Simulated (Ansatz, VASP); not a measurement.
## AgCl: VASP beside Ansatz

The input INCAR:

```
SYSTEM = AgCl
PREC = Accurate
ENCUT = 520
EDIFF = 1E-8
ISMEAR = -1
SIGMA = 0.01
LREAL = .False.
LASPH = .True.
NELM = 100
ALGO = Normal
ISIF = 2
LWAVE = .False.
LCHARG = .False.
GGA = PS
LEFG = .True.
NBANDS = 16
```

File KPOINTS:

```
Automatic mesh
0
Gamma
  9 9 9
  0 0 0
```

POSCAR

```
AgCl
1.0
    0.0000000000      2.7454185000      2.7731500000
    2.7454185000      0.0000000000      2.7731500000
    2.7454185000      2.7454185000      0.0000000000
Ag Cl
1 1
Direct
    0.5000000000      0.5000000000      0.5000000000
    0.0000000000      0.0000000000      0.0000000000
```

Input for Ansatz:

```yaml
crystal:
  lattice:
    - [0.0, 2.7454185, 2.77315]
    - [2.7454185, 0.0, 2.77315]
    - [2.7454185, 2.7454185, 0.0]
  atoms:
    - { symbol: Ag, position: [0.5, 0.5, 0.5] }
    - { symbol: Cl, position: [0.0, 0.0, 0.0] }
kpoints:
  mp_grid: { grid: [9, 9, 9] }
scf:
  occupations: { method: fermi_dirac, width: 0.01 }
hamiltonian:
  xc: pbesol
  pseudopotentials: { kind: all_electron, datasets: crystal }
output:
  forces: true
  stress: true
  eigenvalues: true
  efg: { contact_densities: true }
```

Change from the starting cell: equal xx and yy strain of -1 %, crystal datasets.

Alike in both runs: task electric field gradients; functional PBEsol; k mesh 9 × 9 × 9; occupations fermi-dirac, width 0.01 eV; no spin polarisation.

|  | VASP | Ansatz |
| --- | --- | --- |
| version | VASP 6.6.1 | Ansatz 0.2.0 |
| potentials or method | VASP PAW PBE potentials, release 64 (Ag, Cl) | all-electron PAW with datasets made for the crystal, scalar-relativistic |
| plane-wave cutoff (eV) | 520 | see its input |

Ansatz gave:

* gap on the k mesh at the Fermi level (eV): 0.75
* pressure (GPa): -1.7
* largest component of the traceless stress (GPa): 0.13
* Vzz of the field gradient on the site that differs most (V/Å²): 4.9

What did VASP give for the same quantities?

gap on the k mesh at the Fermi level (eV): 0.74; pressure (GPa): -1.8; largest component of the traceless stress (GPa): 0.13; Vzz of the field gradient on the site that differs most (V/Å²): 6.0.

Ansatz ran all-electron here, so the differences hold the error of VASP's frozen core and of both bases. Ansatz warned: «gradients_without_spin_orbit».

Caveats: the PAW data sets were made with another functional, which shifts forces and pressure a little (VASP); an odd mesh through Γ misses points on the zone boundary, where band edges often lie.
